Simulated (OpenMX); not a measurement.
ZrC:

```xyz
2
Lattice="0.0000 2.3650 2.3650 2.3650 0.0000 2.3650 2.3650 2.3650 0.0000" Properties=species:S:1:pos:R:3 pbc="T T T"
Zr    2.3650    2.3650    2.3650
C     0.0000    0.0000    0.0000
```

```yaml
Program: OpenMX 3.8.5
Task: single point
Functional: PBE
Potentials_or_basis: OpenMX 2013 PBE set, Zr7.0-s3p2d2, C6.0-s2p2d1, grid cutoff 400 Ry
k_mesh: 11 × 11 × 11
Occupations: fermi-dirac, width 0.05 eV
Spin: no spin polarisation
```

On this cell: pressure -1.7 GPa; largest force zero by symmetry; band gap on the k mesh none (metal or under the smearing width).

The same run follows on a disturbed copy (atoms moved at random, drawn with an rms of 0.05 Å):

```
Zr C
1.0
     0.00000    2.36500    2.36500
     2.36500    0.00000    2.36500
     2.36500    2.36500    0.00000
Zr C
1 1
Direct
  0.49014 0.49591 0.50642
  0.98906 0.99528 0.02158
```

What changes?

The energy (extrapolated to zero smearing) moves by +4.2 meV/atom; pressure -1.4 GPa; largest force 0.346 eV/Å; band gap on the k mesh none (metal or under the smearing width).

Forces on the atoms (eV/Å):
```
Zr   0.246  0.241 -0.028
C   -0.247 -0.238  0.031
```

Caveats: the basis of atomic orbitals isn't converged, which shifts pressures, moduli and gaps.
